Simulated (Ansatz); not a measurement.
Which start gave this state of Fe?

Fe is taken as a measured crystal structure (space group Fm-3m, primitive cell doubled), 2 atoms in the cell. Source: COD entry 9015019; the sample's temperature and pressure aren't taken into account, and it need not be the stable phase.

```xyz
2
Lattice="0.0000 1.7450 1.7450 1.7450 0.0000 1.7450 3.4900 3.4900 0.0000" Properties=species:S:1:pos:R:3 pbc="T T T"
Fe    0.0000    0.0000    0.0000
Fe    1.7450    1.7450    0.0000
```

Site labels below count the atoms in this order, from 1.

These are results of DFT, PBE, PAW, plane waves, scalar-relativistic (Ansatz development build ahead of 0.2.0), not measurements.

| Setting | Value |
| --- | --- |
| Plane-wave cutoff | 420 eV |
| k-point mesh | 12×12×6 (Γ-centred) |
| Occupations | Gaussian smearing, 0.05 eV |
| Valence electrons | 32 |

Moments by site are taken inside atomic spheres; the rest lies between them.

The mesh is too coarse to rank close states of a metal with certainty: differences of some tens of meV/atom may change, at times in sign.

Plain SCF: the run stops at the first self-consistent solution.

One run gave this history:

| iteration | Harris–Foulkes energy + 8960 (eV) | largest residual (eV) | M (μB) | absolute moment (μB) |
| --- | --- | --- | --- | --- |
| 1 | 0.1295 | 2.14e+00 | 5.47 | 5.55 |
| 2 | -0.0736 | 1.14e+00 | 5.38 | 5.48 |
| 3 | -0.5660 | 5.58e-01 | 4.56 | 4.74 |
| 4 | -0.4834 | 1.08e-01 | 4.27 | 4.47 |
| 5 | -0.5618 | 1.63e-01 | 3.46 | 3.68 |
| 6 | -0.6070 | 1.40e-01 | 2.98 | 3.19 |
| 8 | -0.6239 | 1.17e-01 | 2.81 | 3.03 |
| 9 | -0.6438 | 2.54e-02 | 2.43 | 2.65 |
| 10 | -0.5614 | 1.42e-01 | 3.55 | 3.72 |
| 11 | -0.6500 | 9.99e-02 | 2.80 | 2.93 |
| 13 | -0.6831 | 5.16e-04 | 2.27 | 2.35 |
| 14 | -0.6832 | 4.46e-04 | 2.29 | 2.37 |
| 15 | -0.6834 | 8.73e-05 | 2.33 | 2.42 |
| 17 | -0.6835 | 4.68e-08 | 2.37 | 2.46 |
| 18 | -0.6835 | 9.23e-09 | 2.37 | 2.46 |

It ended ferromagnetic, site moments Fe1 1.20, Fe2 1.20 μB, total 2.37 μB per cell, no gap on the k-mesh.

Question: These set-ups ended in different states. Which one gave the run above?
A. parallel moments scaled by 0.1, plain SCF [Fe1 0.40, Fe2 0.40 μB]
B. a moment on one site alone, plain SCF [Fe2 4.00 μB]
C. parallel moments, plain SCF [Fe1 4.00, Fe2 4.00 μB]

Answer: C. The others ended as follows, with energies against this run: “parallel moments scaled by 0.1, plain SCF” ferromagnetic, +15.6 meV/atom; “a moment on one site alone, plain SCF” antiferromagnetic, +2.0 meV/atom.
